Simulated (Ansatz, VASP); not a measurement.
## Mg: VASP beside Ansatz

```xyz
2
Lattice="3.1456 0.0000 0.0000 -1.5728 2.7242 0.0000 0.0000 0.0000 5.0362" Properties=species:S:1:pos:R:3 pbc="T T T"
Mg    0.0000    1.8161    1.2591
Mg    1.5728    0.9081    3.7772
```

Alike in both runs: functional LDA; k mesh 15 × 15 × 8; occupations gaussian, width 0.1 eV; no spin polarisation.

Ansatz relaxed the structure, and its values are those at the end. VASP's run is a single point on that final structure, the one shown.

|  | VASP | Ansatz |
| --- | --- | --- |
| version | VASP 6.6.1 | Ansatz 0.2.0 |
| potentials or method | VASP PAW LDA potentials, release 64 (Mg) | scalar-relativistic, plane waves, PAW |
| plane-wave cutoff (eV) | 520 | 420 |
| valence electrons in the cell | 4 | 20 |

```csv
,VASP,Ansatz,Ansatz less VASP
gap on the k mesh at the Fermi level (eV),none,none,-
pressure (GPa),-0.3,0.0,+0.33
```

A gap of «none» marks a metal or a gap that the smearing closes. The two sets of potentials don't hold the same shells in valence.
